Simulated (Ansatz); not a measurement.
**BAs, one cell by several methods**

```
B As
1.0
     0.00000    2.34073    2.38850
     2.34073    0.00000    2.38850
     2.34073    2.34073    0.00000
B As
1 1
Direct
  0.00000 0.00000 0.00000
  0.75000 0.75000 0.75000
```

Atom numbers follow the list: B1, As2.

The cell is COD entry 9008833, as deposited and not checked against the literature; nothing was relaxed. The listed cell was then made from it by scaling, straining or moving an atom.

All numbers are computed: DFT, PBE, PAW with Ansatz's default frozen-core files, scalar-relativistic (Ansatz 0.2.0); DFT, PBE, all-electron PAW with datasets made for the crystal, scalar-relativistic (Ansatz 0.2.0); DFT, PBE, all-electron LAPW, scalar-relativistic (Ansatz 0.2.0).

For PAW: a Γ-centred 15×15×15 k mesh, Fermi–Dirac smearing of 0.03 eV, cutoff 420 eV, no spin polarisation. The crystal-made all-electron datasets (AE datasets) take a cutoff of 260 eV at this cell. LAPW targets a basis error of 0.25 meV/atom. The Ansatz runs share mesh, smearing and spin set-up. Plane-wave (PAW) pressures include the program's estimate of the Pulay term.

Stress and pressure are positive in compression.

The change that made this cell: equal xx and yy strain of -2 %.

| quantity | PAW | AE datasets | LAPW |
| --- | --- | --- | --- |
| pressure (GPa) | 9.02 | 8.97 | 8.97 |
| stress xx (GPa) | 10.51 | 10.46 | 10.46 |
| stress zz (GPa) | 6.04 | 5.99 | 5.99 |
| band gap (eV) | 0.986 | 0.988 | 0.988 |
| field gradient Vzz at As2 (10²¹ V/m²) | 0.23 | 0.22 | – |

PAW's pressure differs from the LAPW value by +0.05 GPa.
